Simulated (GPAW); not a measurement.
# CdTe (F-43m) in GPAW: notebook

Runs on CdTe. Level: PBE. Tasks: single point.

Program: GPAW 26.7.0. These are calculated values, not measurements. Logs are shortened: lines on timing, memory, paths and dates and some standing lists are left out, and cuts for length are marked. The log counts tension as positive stress, the text compression.

**What was measured.**

A printed reference work, data compilation reports, for a bulk crystal of CdTe at 0 K: band gap 1.607 eV.

The results are compared with them further down.

## Step 1: The structure

The structure is cubic, space group F-43m (No. 216). The conventional cell has a = 6.410 Å, b = 6.410 Å, c = 6.410 Å, α = 90.00°, β = 90.00°, γ = 90.00°. Te (site symmetry -43m) has 4 Cd at 2.78 Å as nearest neighbours. Cd (site symmetry -43m) has 4 Te at 2.78 Å as nearest neighbours.

## Step 2: Single point, PBE

The input, run.py:

```python
from ase import Atoms
from ase.dft.bandgap import bandgap
from ase.io import write
from ase.units import GPa
from gpaw import GPAW, PW

atoms = Atoms(['Te', 'Cd'],
              cell=[[0.0, 3.205, 3.205],
                    [3.205, 0.0, 3.205],
                    [3.205, 3.205, 0.0]],
              scaled_positions=[[0.75, 0.75, 0.75],
                                [0.0, 0.0, 0.0]],
              pbc=True)

calc = GPAW(mode=PW(600),
            xc='PBE',
            kpts={'size': (7, 7, 7), 'gamma': True},
            occupations={'name': 'methfessel-paxton', 'order': 0, 'width': 0.023},
            nbands=18,
            convergence={'density': 1e-05, 'energy': 1e-05},
            maxiter=150,
            txt='gpaw.txt')
atoms.calc = calc
energy = atoms.get_potential_energy()
forces = atoms.get_forces()
stress = atoms.get_stress()
calc.write('gs.gpw')
write('result.traj', atoms)
print(f'Energy: {energy:.6f} eV')
print('Forces (eV/A):')
print(forces.round(4))
print('Stress (GPa):', (stress / GPa).round(3))
print('Fermi level:', round(calc.get_fermi_level(), 4), 'eV')
print(f'Gap: {bandgap(calc)[0]:.4f} eV, direct: {bandgap(calc, direct=True)[0]:.4f} eV')
```

Potentials or basis: GPAW PAW data sets (gpaw-data 1.2.1), pw.

Launch:

```console
OMP_NUM_THREADS=1 python run.py
```

gpaw.txt:

```text
__  _  _
 | _ |_)|_||  |
 |__||  | ||/\| - 26.7.0

Input parameters:
  mode=PW(ecut=600.0),
  convergence={'density': 1e-05, 'energy': 1e-05},
  kpts=MonkhorstPack(size=(7, 7, 7), gamma=True),
  maxiter=150,
  nbands=18,
  occupations=Occupations(name='methfessel-paxton', order=0, width=0.023),
  xc=XC(name='PBE')

Diagonalizing LCAO Hamiltonian
Converting LCAO to pw mode

                      Te

       Cd

Atoms  # Å, Bohr magnetons
|   | symbol |        x |        y |        z |    initial magnetic moments |
|---|--------|----------|----------|----------|-----------------------------|
| 0 |     Te | 4.807500 | 4.807500 | 4.807500 | ( 0.0000,  0.0000,  0.0000) |
| 1 |     Cd | 0.000000 | 0.000000 | 0.000000 | ( 0.0000,  0.0000,  0.0000) |

Unit cell  # Å
| periodic |        x |        y |        z |  lengths |    angles |
|----------|----------|----------|----------|----------|-----------|
|      yes | 0.000000 | 3.205000 | 3.205000 | 4.532554 | 60.000000 |
|      yes | 3.205000 | 0.000000 | 3.205000 | 4.532554 | 60.000000 |
|      yes | 3.205000 | 3.205000 | 0.000000 | 4.532554 | 60.000000 |

Number of symmetries: 24
Symmetry operations  # r_c * U_cc + t_c -> r_c
|    | kind |            matrix            |
|----|------|------------------------------|
|  0 |  E   |  1, 0, 0,  0, 1, 0,  0, 0, 1 |
|  1 |  σ   |  1, 0, 0,  0, 0, 1,  0, 1, 0 |
|  2 |  σ   |  1, 0,-1,  0, 1,-1,  0, 0,-1 |
|  3 |  C3  |  1, 0,-1,  0, 0,-1,  0, 1,-1 |
|  4 |  C3  |  1,-1, 0,  0,-1, 1,  0,-1, 0 |
|  5 |  σ   |  1,-1, 0,  0,-1, 0,  0,-1, 1 |
|  6 |  σ   |  0, 1, 0,  1, 0, 0,  0, 0, 1 |
|  7 |  C3  |  0, 1, 0,  0, 0, 1,  1, 0, 0 |
|  8 |  C2  |  0, 1,-1,  1, 0,-1,  0, 0,-1 |
|  9 |  S4  |  0, 1,-1,  0, 0,-1,  1, 0,-1 |
| 10 |  C3  |  0, 0, 1,  1, 0, 0,  0, 1, 0 |
| 11 |  σ   |  0, 0, 1,  0, 1, 0,  1, 0, 0 |
| 12 |  S4  |  0, 0,-1,  1, 0,-1,  0, 1,-1 |
| 13 |  C3  |  0, 0,-1,  0, 1,-1,  1, 0,-1 |
| 14 |  S4  |  0,-1, 1,  1,-1, 0,  0,-1, 0 |
| 15 |  C2  |  0,-1, 1,  0,-1, 0,  1,-1, 0 |
| 16 |  C3  |  0,-1, 0,  1,-1, 0,  0,-1, 1 |
| 17 |  S4  |  0,-1, 0,  0,-1, 1,  1,-1, 0 |
| 18 |  S4  | -1, 1, 0, -1, 0, 1, -1, 0, 0 |
| 19 |  C3  | -1, 1, 0, -1, 0, 0, -1, 0, 1 |
| 20 |  C3  | -1, 0, 1, -1, 1, 0, -1, 0, 0 |
| 21 |  S4  | -1, 0, 1, -1, 0, 0, -1, 1, 0 |
| 22 |  σ   | -1, 0, 0, -1, 1, 0, -1, 0, 1 |
| 23 |  C2  | -1, 0, 0, -1, 0, 1, -1, 1, 0 |

BZ-sampling:
  Number of BZ points: 343
  Number of IBZ points: 20

  Monkhorst-Pack size: [7, 7, 7]
  Monkhorst-Pack shift: [0, 0, 0]

K-points  # in reciprocal-cell coordinates
|     |                                coordinates |     weight |
|-----|--------------------------------------------|------------|
|   0 | (  0.00000000,   0.00000000,   0.00000000) | 0.00291545 |
|   1 | (  0.14285714,   0.14285714,   0.00000000) | 0.01749271 |
|   2 | (  0.14285714,   0.14285714,   0.14285714) | 0.02332362 |
|   3 | (  0.28571429,   0.14285714,   0.14285714) | 0.03498542 |
|   4 | (  0.28571429,   0.28571429,   0.00000000) | 0.01749271 |
|   5 | (  0.28571429,   0.28571429,   0.14285714) | 0.06997085 |
|   6 | (  0.28571429,   0.28571429,   0.28571429) | 0.02332362 |
|   7 | (  0.42857143,  -0.28571429,  -0.28571429) | 0.03498542 |
|   8 | (  0.42857143,   0.28571429,  -0.42857143) | 0.13994169 |
|   9 | (  0.42857143,   0.28571429,  -0.28571429) | 0.06997085 |
| ... |                                            |            |
|  19 | (  0.42857143,   0.42857143,   0.42857143) | 0.02332362 |

Plane wave coefficients: 2213
Cutoff: 600.0 eV

Spin-components: 1 (collinear spins)
Bands:           18
Projectors:      11
Spin-degeneracy: 2
Datatype:        complex128

Parallelization:
  kpt:    1
  domain: 1
  band:   1

Density:
  Valence electrons: 18.0
  Components: 1
  Grid points: [27 27 27]
  Charge: 0.0  # |e|

Potential:
  Grid points: [27 27 27]

species:
  Te:
    name:    Tellurium
    Z:       52.0
    valence: 6
    core:    46
    charge:  0.0  # [|e|]
    compensation charges:
      type: gauss
      rc: 0.36  # [Å]
      lmax: 2
    cutoffs:
      filter: 2.09  # [Å]
      core: 3.17  # [Å]
    projectors
    | kind |    occ | energy [eV] | rcut [Å] |
    |------|--------|-------------|----------|
    |   5s |  2.000 |     -15.089 |    1.180 |
    |   5p |  4.000 |      -5.955 |    1.196 |
    |    s |        |      12.123 |    1.180 |
    |    p |        |      21.256 |    1.196 |
    |    d |        |       0.000 |    1.238 |

    Using partial waves for Te as LCAO basis

  Cd:
    name:    Cadmium
    Z:       48.0
    valence: 12
    core:    36
    charge:  0.0  # [|e|]
    compensation charges:
      type: gauss
      rc: 0.38  # [Å]
      lmax: 2
    cutoffs:
      filter: 2.12  # [Å]
      core: 2.62  # [Å]
    projectors
    | kind |    occ | energy [eV] | rcut [Å] |
    |------|--------|-------------|----------|
    |   5s |  2.000 |      -5.655 |    1.191 |
    |   5p |  0.000 |      -1.186 |    1.228 |
    |   4d | 10.000 |     -11.739 |    1.164 |
    |    s |        |      21.556 |    1.191 |
    |    p |        |      26.026 |    1.228 |
    |    d |        |      15.473 |    1.164 |

    Using partial waves for Cd as LCAO basis

Reference energy: -336963.801770  # eV

eigensolver:
  PPCG
  Converge bands: occupied
  niter=2

density mixing:
  MSR1-Mixer
  Pratt-step length: 0.05
  Maximum mixing coefficient: 0.75
  Old densities: 10
  SVD Regularization: 0.005
  Good broyden scale: 1.0
  Trust region scale: 1.0
  Backstep threshold: 4.0
  History deletion threshold: 6.0
  Fourier metric: weight=20.0, sigma=0.015

occupation numbers:
  Methfessel-Paxton:
    width: 0.0230  # eV
    order: 0

poisson solver:
  ecut: 4800.0  # eV

xc functional:
  name: PBE with 2 nearest neighbor stencil

convergence criteria:
- Maximum integral of absolute [dens]ity change: 1e-05 electrons / valence electron
- Maximum [total energy] change in last 3 cyles: 1e-05 eV / valence electron
- Maximum integral of absolute [eigenst]ate change: 4e-08 eV^2 / valence electron
maximum number of iterations: 150

SCF iterations
|iter     | |      energy | eigst |  dens |
|---------|-|-------------|-------|-------|
|iter:   1| |   -5.224094 | -0.35 |       |
|iter:   2| |   -5.180484 | -2.35 | -1.25 |
|iter:   3| |   -5.012911 | -1.76 | -1.30 |
|iter:   4| |   -5.011878 | -3.30 | -1.78 |
|iter:   5| |   -5.011536 | -3.79 | -2.23 |
|iter:   6| |   -5.011576 | -5.47 | -2.93 |
|iter:   7| |   -5.011580c| -6.69 | -3.55 |
|iter:   8| |   -5.011580c| -7.82c| -4.44 |
|iter:   9| |   -5.011580c| -8.39c| -5.29c|

Converged in 9 steps
Energy contributions relative to reference atoms: (reference = -336963.801770)

Energy contributions:
  Kinetic:          22.188491
  Coulomb:         -20.046600
  Zero:              0.257853
  External:          0.000000
  Xc:               -7.411324
  Entropy:          -0.000000
  Spinorbit:         0.000000
  ----------------------------
  Free energy:      -5.011580
  Extrapolated:     -5.011580

dipole moment: (-16.516115, -16.516115, -16.516115)  # |e|*Ang

Fermi level: 4.434
Eigenvalues  # (at kpt = [0.000, 0.000, 0.000])
| band index |      eig [eV] | occ [0-2] |
|------------|---------------|-----------|
|          0 |        -7.269 |     2.000 |
|          1 |        -4.271 |     2.000 |
|          2 |        -4.271 |     2.000 |
|          3 |        -4.271 |     2.000 |
|          4 |        -3.983 |     2.000 |
|          5 |        -3.983 |     2.000 |
[... 10 lines left out ...]
|         16 |        14.187 |     0.000 |
|         17 |        14.187 |     0.000 |

Gap: 0.871 eV
Transition (v -> c):
  (s=0, k=0, n=8, [0.00, 0.00, 0.00]) -> (s=0, k=0, n=9, [0.00, 0.00, 0.00])
No difference between direct/indirect transitions

Forces  # eV/Ang
|        x |        y |        z |
|----------|----------|----------|
| -0.00000 |  0.00000 |  0.00000 |  # Te   0
| -0.00000 | -0.00000 | -0.00000 |  # Cd   1

Stress tensor  # eV/Ang^3
|         x |         y |         z |
|-----------|-----------|-----------|
| -0.023806 |  0.000000 | -0.000000 |
|  0.000000 | -0.023806 |  0.000000 |
| -0.000000 |  0.000000 | -0.023806 |

# Writing to gs.gpw (mode='')
```

It took 14 s on 1 thread of Arm Neoverse V2, shared host; peak memory 0.17 GiB.

What came out:

```
Free energy            : -5.0116 eV
Pressure               : 3.8 GPa
Band gap on the k mesh : 0.87 eV, direct
```

Caveat: spin-orbit coupling is left out, which moves the levels of the heavy elements.

## Step 3: Single point, PBE

run.py: that of step 2 with these lines changed.

```diff
@@ -17,3 +17,3 @@
             kpts={'size': (7, 7, 7), 'gamma': True},
-            occupations={'name': 'methfessel-paxton', 'order': 0, 'width': 0.023},
+            occupations={'name': 'methfessel-paxton', 'order': 0, 'width': 0.024},
             nbands=18,
```

Potentials or basis: GPAW PAW data sets (gpaw-data 1.2.1), pw.

Launch:

```console
OMP_NUM_THREADS=1 python run.py
```

Run time: 14 s. Hardware: 1 thread of Arm Neoverse V2, shared host; peak memory 0.17 GiB.

It converged, with:

```
Free energy            : -5.0116 eV
Pressure               : 3.8 GPa
Band gap on the k mesh : 0.87 eV, direct
```

Levels at points of the mesh, in eV from the valence-band top:
```tsv
k point	band 7	band 8	band 9	band 10	band 11	band 12
(0.00, 0.00, 0.00)	0.00	0.00	0.00	0.87	4.57	4.57
```

Caveat: spin-orbit coupling is left out, which moves the levels of the heavy elements.

## Step 4: Comparison with measurements

Step 2. Measured gap of CdTe: 1.607 eV (0 K; a printed reference work, data compilation). This calculation gives 0.87 eV (-0.74 eV). Spin-orbit coupling on Cd, Te is left out. The value is that of PBE, without temperature or zero-point motion. Semilocal functionals fall short of measured gaps as a rule.

Step 3. A measured gap of CdTe is 1.607 eV (0 K; a printed reference work, data compilation); the calculated 0.87 eV misses it by -0.74 eV. Spin-orbit coupling on Cd, Te is left out. The value is that of PBE, without temperature or zero-point motion. Semilocal functionals fall short of measured gaps as a rule.
